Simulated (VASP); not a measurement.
## VASP 6.6.1 run: BeTe

INCAR

```
PREC = Low
ENCUT = 520
BMIX = 3
NBANDS = 11
NELM = 120
LREAL = .FALSE.
GGA = PE
LWAVE = .FALSE.
SIGMA = 0.02
ISIF = 2
LCHARG = .FALSE.
LASPH = .TRUE.
ISMEAR = -1
EDIFF = 1E-7
NSW = 0
IBRION = -1
```

KPOINTS

```
KPOINTS created by Atomic Simulation Environment
0
Gamma
8 8 8
0 0 0
```

POSCAR

```
Be Te
 1.0000000000000000
     0.0000000000000000    2.8569098617000002    2.8069998381999999
     2.8569098617000002    0.0000000000000000    2.8069998381999999
     2.8569098617000002    2.8569098617000002    0.0000000000000000
 Be  Te
   1   1
Cartesian
  0.0000000000000000  0.0000000000000000  0.0000000000000000
  1.4284549308499999  1.4284549308499999  1.4034999190999997
```

The recommended PBE PAW datasets give the neutral cell 8 valence electrons.

Command

```
mpirun -np 1 vasp_std
```

Task: Predict the outcome of this run.

Result: It converged. Results: gap between bands v and c on the k mesh 1.90 eV; least direct gap on the k mesh 3.55 eV; pressure -0.4 GPa. Band v is the last that the valence electrons fill when counted band by band, and c is the next.

OSZICAR

```
N       E                     dE             d eps       ncg     rms          rms(c)
DAV:   1     0.191152201892E+02    0.19115E+02   -0.32821E+03  1298   0.581E+02
DAV:   2    -0.660037114647E+01   -0.25716E+02   -0.24697E+02  1754   0.923E+01
DAV:   3    -0.772397249723E+01   -0.11236E+01   -0.11216E+01  1667   0.200E+01
DAV:   4    -0.773636831662E+01   -0.12396E-01   -0.12395E-01  1557   0.243E+00
DAV:   5    -0.773662080122E+01   -0.25248E-03   -0.25248E-03  1692   0.338E-01    0.397E+00
DAV:   6    -0.768751418896E+01    0.49107E-01   -0.21054E-02  1597   0.688E-01    0.257E+00
DAV:   7    -0.762248295132E+01    0.65031E-01   -0.12214E-01  1490   0.147E+00    0.843E-01
DAV:   8    -0.761921225884E+01    0.32707E-02   -0.16025E-02  1662   0.760E-01    0.241E-01
DAV:   9    -0.762062116720E+01   -0.14089E-02   -0.99691E-04  1460   0.179E-01    0.185E-01
DAV:  10    -0.762239417521E+01   -0.17730E-02   -0.33347E-03  1355   0.322E-01    0.125E-01
DAV:  11    -0.762248782968E+01   -0.93654E-04   -0.82864E-05  1705   0.594E-02    0.574E-02
DAV:  12    -0.762259111868E+01   -0.10329E-03   -0.10068E-04  1334   0.600E-02    0.192E-02
DAV:  13    -0.762259114976E+01   -0.31074E-07   -0.12273E-06  1712   0.870E-03    0.889E-03
DAV:  14    -0.762260236245E+01   -0.11213E-04   -0.21063E-05  1334   0.273E-02    0.361E-03
DAV:  15    -0.762260315631E+01   -0.79386E-06   -0.46978E-07  1581   0.382E-03    0.339E-03
DAV:  16    -0.762260341506E+01   -0.25875E-06   -0.32653E-07  1432   0.481E-03    0.179E-03
DAV:  17    -0.762260327762E+01    0.13744E-06   -0.11041E-07  1450   0.246E-03    0.121E-03
DAV:  18    -0.762260317436E+01    0.10326E-06   -0.13940E-08   731   0.825E-04    0.210E-04
DAV:  19    -0.762260319878E+01   -0.24417E-07   -0.57632E-09   667   0.615E-04
   1 F= -.76226032E+01 E0= -.76226032E+01  d E =-.125282E-11
```

Standard output (part)

```
POSCAR found type information on POSCAR BeTe
 POSCAR found :  2 types and       2 ions
 LDA part: xc-table for (Slater+PW92), standard interpolation
 POSCAR, INCAR and KPOINTS ok, starting setup
 WAVECAR not read
 entering main loop
```

For comparison, a separate PBE run of the intended cell, on usual settings and not on those above, gives a gap of 1.90 eV on its mesh and a pressure of -0.4 GPa.
